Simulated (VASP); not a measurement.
# Si (Fd-3m) in VASP: band structure with PBE

Aim: the band structure of Si with PBE.

Program: VASP 6.6.1. These are calculated values, not measurements. Logs are shortened: lines on timing, memory, paths and dates and some standing lists are left out, and cuts for length are marked.

## 1. The crystal as given

The structure is cubic, space group Fd-3m (No. 227). The conventional cell has a = 5.469 Å, b = 5.469 Å, c = 5.469 Å, α = 90.00°, β = 90.00°, γ = 90.00°. Si (site symmetry -43m) is surrounded by 4 Si at 2.37 Å.

The cell was built by a generator and needn't be a form met in nature.

## 2. Band structure, PBE

Input file POSCAR:

```
Si                                      
1.0
   -0.0000000000      2.7343400349      2.7343400349
    2.7343400349     -0.0000000000      2.7343400349
    2.7343400349      2.7343400349     -0.0000000000
  Si            
     2
Direct
     0.0000000000000000    0.0000000000000000    0.0000000000000000
     0.2500000000000000    0.2500000000000000    0.2500000000000000
```

Input file INCAR.step1:

```
SYSTEM = Si
PREC     = Accurate       ! precision mode
ENCUT    = 700            ! plane-wave cutoff, eV
EDIFF    = 1E-6           ! SCF threshold, eV
ISMEAR   = 0              ! smearing method
SIGMA    = 0.02           ! smearing width, eV
LREAL    = .FALSE.        ! projectors in reciprocal space
LASPH    = .TRUE.         ! aspherical terms in the spheres
NELM     = 100            ! most SCF steps
ALGO     = Normal         ! electronic algorithm
ISIF     = 2              ! what is computed and relaxed
LWAVE    = .FALSE.        ! write WAVECAR
LCHARG   = .TRUE.         ! write CHGCAR
GGA      = PE             ! functional
```

Input file KPOINTS.step1:

```
Automatic mesh
0
G
  10 10 10
  0 0 0
```

Input file INCAR.step2:

```
SYSTEM = Si
PREC     = Accurate       ! precision mode
ENCUT    = 700            ! plane-wave cutoff, eV
EDIFF    = 1E-6           ! SCF threshold, eV
ISMEAR   = 0              ! smearing method
SIGMA    = 0.05           ! smearing width, eV
LREAL    = .FALSE.        ! projectors in reciprocal space
LASPH    = .TRUE.         ! aspherical terms in the spheres
NELM     = 100            ! most SCF steps
ALGO     = Normal         ! electronic algorithm
ISIF     = 2              ! what is computed and relaxed
LWAVE    = .FALSE.        ! write WAVECAR
LCHARG   = .FALSE.        ! write CHGCAR
GGA      = PE             ! functional
ICHARG   = 11             ! starting density
```

Input file KPOINTS.step2:

```
path GXWKGLUWLK,UX
10
line-mode
reciprocal
 0.0000000000  0.0000000000  0.0000000000  G
 0.5000000000  0.0000000000  0.5000000000  X

 0.5000000000  0.0000000000  0.5000000000  X
 0.5000000000  0.2500000000  0.7500000000  W

 0.5000000000  0.2500000000  0.7500000000  W
 0.3750000000  0.3750000000  0.7500000000  K

 0.3750000000  0.3750000000  0.7500000000  K
 0.0000000000  0.0000000000  0.0000000000  G

 0.0000000000  0.0000000000  0.0000000000  G
 0.5000000000  0.5000000000  0.5000000000  L

 0.5000000000  0.5000000000  0.5000000000  L
 0.6250000000  0.2500000000  0.6250000000  U

 0.6250000000  0.2500000000  0.6250000000  U
 0.5000000000  0.2500000000  0.7500000000  W

 0.5000000000  0.2500000000  0.7500000000  W
 0.5000000000  0.5000000000  0.5000000000  L

 0.5000000000  0.5000000000  0.5000000000  L
 0.3750000000  0.3750000000  0.7500000000  K

 0.6250000000  0.2500000000  0.6250000000  U
 0.5000000000  0.0000000000  0.5000000000  X
```

Potentials or basis: VASP PAW PBE potentials, release 64 (Si).

Started as:

```console
> cat potpaw_PBE.64/Si/POTCAR > POTCAR
> cp INCAR.step1 INCAR
> cp KPOINTS.step1 KPOINTS
> mpirun -np 1 vasp_std > vasp.out
> cp INCAR.step2 INCAR
> cp KPOINTS.step2 KPOINTS
> mpirun -np 1 vasp_std > vasp.out
```

OUTCAR:

```text
SYSTEM = Si
   PREC = Accurate
   ENCUT = 700
   EDIFF = 1E-6
   ISMEAR = 0
   LREAL = .FALSE.
   LASPH = .TRUE.
   NELM = 100
   ISIF = 2
   GGA = PE
   ICHARG = 11

 ion  position               nearest neighbor table
   1  0.000  0.000  0.000-   2 2.37   2 2.37   2 2.37   2 2.37
   2  0.250  0.250  0.250-   1 2.37   1 2.37   1 2.37   1 2.37

  LATTYP: Found a face centered cubic cell.
 ALAT       =     5.4686800698

  Lattice vectors:

 A1 = (   0.0000000000,   2.7343400349,   2.7343400349)
 A2 = (   2.7343400349,   0.0000000000,   2.7343400349)
 A3 = (   2.7343400349,   2.7343400349,   0.0000000000)

Analysis of symmetry for initial positions (statically):
=====================================================================
 Subroutine PRICEL returns:
 Original cell was already a primitive cell.

 Routine SETGRP: Setting up the symmetry group for a
 face centered cubic supercell.

 Subroutine GETGRP returns: Found 48 space group operations
 (whereof 24 operations were pure point group operations)
 out of a pool of 48 trial point group operations.

The static configuration has the point symmetry T_d .
 The point group associated with its full space group is O_h .

Analysis of symmetry for dynamics (positions and initial velocities):
=====================================================================
 Subroutine PRICEL returns:
 Original cell was already a primitive cell.

 Routine SETGRP: Setting up the symmetry group for a
 face centered cubic supercell.

 Subroutine GETGRP returns: Found 48 space group operations
 (whereof 24 operations were pure point group operations)
 out of a pool of 48 trial point group operations.

The dynamic configuration has the point symmetry T_d .
 The point group associated with its full space group is O_h .

 Subroutine INISYM returns: Found 48 space group operations
 (whereof 24 operations are pure point group operations),
 and found     1 'primitive' translations

----------------------------------------------------------------------------------------

                                     Primitive cell

  volume of cell :      40.8872

  direct lattice vectors                    reciprocal lattice vectors
     0.000000000  2.734340035  2.734340035    -0.182859481  0.182859481  0.182859481
     2.734340035  0.000000000  2.734340035     0.182859481 -0.182859481  0.182859481
     2.734340035  2.734340035  0.000000000     0.182859481  0.182859481 -0.182859481

  length of vectors
     3.866940761  3.866940761  3.866940761     0.316721912  0.316721912  0.316721912

  position of ions in fractional coordinates (direct lattice)
     0.000000000  0.000000000  0.000000000
     0.250000000  0.250000000  0.250000000

  ion indices of the primitive-cell ions
   primitive index   ion index
                 1           1
                 2           2

----------------------------------------------------------------------------------------

 KPOINTS: path GXWKGLUWLK,UX

Interpolating k-points between supplied coordinates.

 Line segments in fractional coordinates (reciprocal lattice):
    0.000000  0.000000  0.000000  ...  0.500000  0.000000  0.500000
    0.500000  0.000000  0.500000  ...  0.500000  0.250000  0.750000
    0.500000  0.250000  0.750000  ...  0.375000  0.375000  0.750000
    0.375000  0.375000  0.750000  ...  0.000000  0.000000  0.000000
    0.000000  0.000000  0.000000  ...  0.500000  0.500000  0.500000
    0.500000  0.500000  0.500000  ...  0.625000  0.250000  0.625000
    0.625000  0.250000  0.625000  ...  0.500000  0.250000  0.750000
    0.500000  0.250000  0.750000  ...  0.500000  0.500000  0.500000
    0.500000  0.500000  0.500000  ...  0.375000  0.375000  0.750000
    0.625000  0.250000  0.625000  ...  0.500000  0.000000  0.500000

 Generated    10 points on each line segment, for a total of    100 k-points:

 Following reciprocal coordinates:
            Coordinates               Weight
  0.000000  0.000000  0.000000      0.010000
  0.055556  0.000000  0.055556      0.010000
  0.111111  0.000000  0.111111      0.010000
  0.166667  0.000000  0.166667      0.010000
  0.222222  0.000000  0.222222      0.010000
  0.277778  0.000000  0.277778      0.010000
[... 16 lines left out ...]
  0.472222  0.277778  0.750000      0.010000
  0.458333  0.291667  0.750000      0.010000
 [... further k-points ...]
   k-points           NKPTS =    100   k-points in BZ     NKDIM =    100   number of bands    NBANDS=      8
   number of dos      NEDOS =    301   number of ions     NIONS =      2
   total plane-waves  NPLWV =  46656
   dimension x,y,z NGX =    36 NGY =   36 NGZ =   36
   dimension x,y,z NGXF=    72 NGYF=   72 NGZF=   72
   ions per type =               2
   NGX,Y,Z   is equivalent  to a cutoff of  15.48, 15.48, 15.48 a.u.
   NGXF,Y,Z  is equivalent  to a cutoff of  30.95, 30.95, 30.95 a.u.
 SYSTEM =  Si
   PREC   = accura    normal or accurate (medium, high low for compatibility)
   ISTART =      0    job   : 0-new  1-cont  2-samecut
   ICHARG =     11    charge: 1-file 2-atom 10-const
   ISPIN  =      1    spin polarized calculation?
   LNONCOLLINEAR =      F non collinear calculations
   LSORBIT =      F    spin-orbit coupling
   LASPH  =      T    aspherical Exc in radial PAW
   ENCUT  =  700.0 eV  51.45 Ry    7.17 a.u.   8.34  8.34  8.34*2*pi/ulx,y,z
   NELM   =    100;   NELMIN=  2; NELMDL=  0     # of ELM steps
   EDIFF  = 0.1E-05   stopping-criterion for ELM
   LREAL  =      F    real-space projection
   EDIFFG = 0.1E-04   stopping-criterion for IOM
   NSW    =      0    number of steps for IOM
   IBRION =     -1    ionic relax: 0-MD 1-quasi-New 2-CG
   NFREE  =      0    steps in history (QN), initial steepest desc. (CG)
   ISIF   =      2    stress and relaxation
   ISYM   =      2    0-nonsym 1-usesym 2-fastsym
   POTIM  = 0.5000    time-step for ionic-motion
   TEBEG  =    0.0;   TEEND  =   0.0 temperature during run
   PSTRESS=    0.0 pullay stress
   NELECT =       8.0000    total number of electrons
   NUPDOWN=      -1.0000    fix difference up-down
   EMIN   =  10.00;   EMAX   =-10.00  energy-range for DOS
   EFERMI =   0.00;   METHOD = LEGACY
   ISMEAR =     0;   SIGMA  =   0.05  broadening in eV -4-tet -1-fermi 0-gaus
   EFERMI_NEDOS =   21; number of points for ismear=-14 and -15
   IALGO  =     38    algorithm
   IMIX   =      4    mixing-type and parameters
     AMIX     =   0.40;   BMIX     =  1.00
     AMIX_MAG =   1.60;   BMIX_MAG =  1.00
  volume/ion in A,a.u.               =      20.44       137.96
  Fermi-wavevector in a.u.,A,eV,Ry     =   0.950406  1.796006 12.289745  0.903271
  Thomas-Fermi vector in A             =   2.078779
   LORBIT       =      0    0 simple, 1 ext, 2 COOP (PROOUT), +10 PAW based schemes
   GGA     = PE    functional components
   LHFCALC =     F    Hartree Fock is set to
   AEXX    =    0.0000 exact exchange contribution
   IVDW    =     0    specifies the selected vdW correction
   LEPSILON=     F    determine dielectric tensor
   LRPA    =     F    only Hartree local field effects (RPA)
 non-spin polarized calculation
 Gauss-broadening in eV      SIGMA  =   0.05
  energy-cutoff  :      700.00
  volume of cell :       40.89
 maximum number of plane-waves:      1759
 NGX is ok and might be reduce to    36

 number of electron       8.0000000 magnetization

 Free energy of the ion-electron system (eV)
  ---------------------------------------------------
  ext. energy  EPLUGINS =         0.00000000
  ---------------------------------------------------
  free energy    TOTEN  =       -11.00197330 eV

  energy without entropy =      -11.00197330  energy(sigma->0) =      -11.00197330

 E-fermi :   5.8798     XC(G=0):  -9.3272

 val. band max:        5.6164309702   @ k =   0.0000   0.0000   0.0000
 cond. band min:       6.2397672035   @ k =   0.4444   0.0000   0.4444
 fundamental gap:      0.6233362334
 Fermi energy:         5.8798379612

 k-point     1 :       0.0000    0.0000    0.0000
  band No.  band energies     occupation
      1      -6.1983      2.00000
      2       5.6164      2.00000
      3       5.6164      2.00000
      4       5.6164      2.00000
      5       8.1733      0.00000
      6       8.1733      0.00000
      7       8.1733      0.00000
      8       8.7507      0.00000

 k-point     2 :       0.0556    0.0000    0.0556
  band No.  band energies     occupation
      1      -6.1453      2.00000
      2       5.2668      2.00000
      3       5.4096      2.00000
      4       5.4096      2.00000
      5       8.0468      0.00000
      6       8.4455      0.00000
      7       8.4455      0.00000
      8       9.0876      0.00000

 k-point     3 :       0.1111    0.0000    0.1111
  band No.  band energies     occupation
      1      -5.9864      2.00000
      2       4.4879      2.00000
      3       4.9559      2.00000
      4       4.9559      2.00000
      5       7.7281      0.00000
      6       9.0939      0.00000
      7       9.0939      0.00000
      8       9.7220      0.00000

 k-point     4 :       0.1667    0.0000    0.1667
  band No.  band energies     occupation
      1      -5.7228      2.00000
      2       3.5625      2.00000
      3       4.4517      2.00000
      4       4.4517      2.00000
      5       7.3310      0.00000
      6       9.8279      0.00000
      7       9.9180      0.00000
      8       9.9180      0.00000

 k-point     5 :       0.2222    0.0000    0.2222
  band No.  band energies     occupation
      1      -5.3566      2.00000
      2       2.5902      2.00000
      3       3.9801      2.00000
      4       3.9801      2.00000
      5       6.9422      0.00000
      6       9.1591      0.00000
      7      10.8299      0.00000
      8      10.8299      0.00000
[... 177 lines left out ...]
 k-point    22 :       0.4861    0.2639    0.7500
  band No.  band energies     occupation
      1      -2.0942      2.00000
      2      -1.8605      2.00000
      3       1.7658      2.00000
      4       1.9681      2.00000
      5       9.5662      0.00000
      6       9.9338      0.00000
      7      10.6859      0.00000
      8      10.7117      0.00000

 k-point    23 :       0.4722    0.2778    0.7500
  band No.  band energies     occupation
      1      -2.1994      2.00000
      2      -1.7679      2.00000
      3       1.6856      2.00000
      4       2.1161      2.00000
      5       9.0911      0.00000
      6       9.9190      0.00000
      7      10.9569      0.00000
      8      11.0133      0.00000

 k-point    24 :       0.4583    0.2917    0.7500
  band No.  band energies     occupation
      1      -2.2908      2.00000
      2      -1.6960      2.00000
      3       1.6152      2.00000
      4       2.2941      2.00000
      5       8.6128      0.00000
      6       9.8819      0.00000
      7      11.2434      0.00000
      8      11.3832      0.00000

 [... further k-points ...]

------------------------ aborting loop because EDIFF is reached ----------------------------------------

  FORCE on cell =-STRESS in cart. coord.  units (eV):
  Direction    XX          YY          ZZ          XY          YZ          ZX
  --------------------------------------------------------------------------------------
  -------------------------------------------------------------------------------------
  Total       -0.1970349     -0.1970349     -0.1970349     -0.0000000     -0.0000000     -0.0000000
  in kB       -7.7208702     -7.7208702     -7.7208702     -0.0000000     -0.0000000     -0.0000000
  external PRESSURE =      -7.7208702 kB  Pullay stress =       0.0000000 kB

 VOLUME and BASIS-vectors are now :
 -----------------------------------------------------------------------------
  energy-cutoff  :      700.00
  volume of cell :       40.89
      direct lattice vectors                 reciprocal lattice vectors
     0.000000000  2.734340035  2.734340035    -0.182859481  0.182859481  0.182859481
     2.734340035  0.000000000  2.734340035     0.182859481 -0.182859481  0.182859481
     2.734340035  2.734340035  0.000000000     0.182859481  0.182859481 -0.182859481

 POSITION                                       TOTAL-FORCE (eV/Angst)
 -----------------------------------------------------------------------------------
      0.00000      0.00000      0.00000        -0.000000     -0.000000     -0.000000
      1.36717      1.36717      1.36717         0.000000      0.000000      0.000000
 -----------------------------------------------------------------------------------
    total drift:                                0.000000      0.000000     -0.000000

  FREE ENERGIE OF THE ION-ELECTRON SYSTEM (eV)
  ---------------------------------------------------
  free  energy   TOTEN  =       -11.0019732966 eV

  energy  without entropy=      -11.0019732966  energy(sigma->0) =      -11.00197330
```

Run time: 18 s. Hardware: 1 thread of Intel Xeon 6975P-C (Granite Rapids), shared host; peak memory 0.2 GiB.

What came out:

```
Band gap on the k mesh  : 0.62 eV, indirect (least direct gap 2.56 eV)
Band gap along the path : 0.62 eV, indirect (least direct gap 2.56 eV)
```

Levels at the corners of the path, in eV from the valence-band top:
| point | band 1 | band 2 | band 3 | band 4 | band 5 | band 6 | band 7 | band 8 |
| --- | --- | --- | --- | --- | --- | --- | --- | --- |
| Γ | -11.81 | 0.00 | 0.00 | 0.00 | 2.56 | 2.56 | 2.56 | 3.13 |
| X | -7.75 | -7.75 | -2.79 | -2.79 | 0.75 | 0.75 | 9.94 | 9.94 |
| X | -7.75 | -7.75 | -2.79 | -2.79 | 0.75 | 0.75 | 9.94 | 9.94 |
| W | -7.59 | -7.59 | -3.76 | -3.76 | 4.27 | 4.27 | 4.93 | 4.93 |
| W | -7.59 | -7.59 | -3.76 | -3.76 | 4.27 | 4.27 | 4.93 | 4.93 |
| K | -8.16 | -7.16 | -4.20 | -2.38 | 1.23 | 4.11 | 7.38 | 7.92 |
| K | -8.16 | -7.16 | -4.20 | -2.38 | 1.23 | 4.11 | 7.38 | 7.92 |
| Γ | -11.81 | 0.00 | 0.00 | 0.00 | 2.56 | 2.56 | 2.56 | 3.13 |
| Γ | -11.81 | 0.00 | 0.00 | 0.00 | 2.56 | 2.56 | 2.56 | 3.13 |
| L | -9.54 | -6.87 | -1.18 | -1.18 | 1.47 | 3.35 | 3.35 | 7.70 |
| L | -9.54 | -6.87 | -1.18 | -1.18 | 1.47 | 3.35 | 3.35 | 7.70 |
| U | -8.16 | -7.16 | -4.20 | -2.38 | 1.23 | 4.11 | 7.38 | 7.92 |
| U | -8.16 | -7.16 | -4.20 | -2.38 | 1.23 | 4.11 | 7.38 | 7.92 |
| W | -7.59 | -7.59 | -3.76 | -3.76 | 4.27 | 4.27 | 4.93 | 4.93 |
| W | -7.59 | -7.59 | -3.76 | -3.76 | 4.27 | 4.27 | 4.93 | 4.93 |
| L | -9.54 | -6.87 | -1.18 | -1.18 | 1.47 | 3.35 | 3.35 | 7.70 |
| L | -9.54 | -6.87 | -1.18 | -1.18 | 1.47 | 3.35 | 3.35 | 7.70 |
| K | -8.16 | -7.16 | -4.20 | -2.38 | 1.23 | 4.11 | 7.38 | 7.92 |
| U | -8.16 | -7.16 | -4.20 | -2.38 | 1.23 | 4.11 | 7.38 | 7.92 |
| X | -7.75 | -7.75 | -2.79 | -2.79 | 0.75 | 0.75 | 9.94 | 9.94 |

Caveat: the log is that of the step along the path at fixed density, whose energy, stress, charges and moments have no meaning. PBE gaps usually lie below the measured ones, often by a third to a half.
